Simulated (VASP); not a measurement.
## MoS2: relaxation of cell and atoms with PBE

Slab: MoS2, a slab with vacuum.

```
S Mo
1.0
     3.18330    0.00000    0.00000
    -1.59165    2.75682    0.00000
     0.00000    0.00000   21.13030
S Mo
2 1
Direct
  0.33333 0.66667 0.42606
  0.33333 0.66667 0.57394
  0.66667 0.33333 0.50000
```

```json
{
 "Program": "VASP 6.6.1",
 "Task": "relaxation of cell and atoms",
 "Functional": "PBE",
 "Potentials or basis": "VASP PAW PBE potentials, release 64 (S, Mo_sv)",
 "Cutoff": "600 eV",
 "k mesh": "12 × 12 × 1",
 "Occupations": "gaussian, width 0.03 eV",
 "Spin": "no spin polarisation",
 "Further INCAR settings": "ALGO = Normal; EDIFF = 1e-07; IBRION = 2; EDIFFG = -0.005; NSW = 90; ISIF = 3"
}
```

```
Relaxed volume                         : 61.83 Å³/atom
Relaxed cell                           : a = 3.184 Å, b = 3.184 Å, c = 21.130 Å, α = 90.00°, β = 90.00°, γ = 120.00°
Space group after relaxing (to 0.05 Å) : P-6m2 (No. 187)
Energy gained by relaxing              : 0.0 meV/atom
Ionic steps                            : 3
Band gap on the k mesh                 : 1.67 eV, indirect (least direct gap 1.68 eV)
```

Final structure:
```
S Mo
1.0
     3.18371    0.00000    0.00000
    -1.59186    2.75718    0.00000
     0.00000    0.00000   21.13030
S Mo
2 1
Cartesian
  0.0000 1.8381 9.0028
  0.0000 1.8381 12.1275
  1.5919 0.9191 10.5651
```

Levels at points of the mesh, in eV from the valence-band top:
| k point | band 11 | band 12 | band 13 | band 14 | band 15 | band 16 |
| --- | --- | --- | --- | --- | --- | --- |
| (0.00, 0.00, 0.00) | -1.50 | -1.50 | 0.00 | 2.76 | 2.76 | 3.01 |
| (0.50, 0.00, 0.00) | -1.87 | -0.97 | -0.62 | 2.25 | 2.76 | 3.88 |

Run time: 54 s on 4 MPI ranks on AMD EPYC 9R45 (Zen 5) (shared host), peak memory 0.41 GiB a rank.

A hybrid or GW would open this gap; PBE tends to underestimate it.
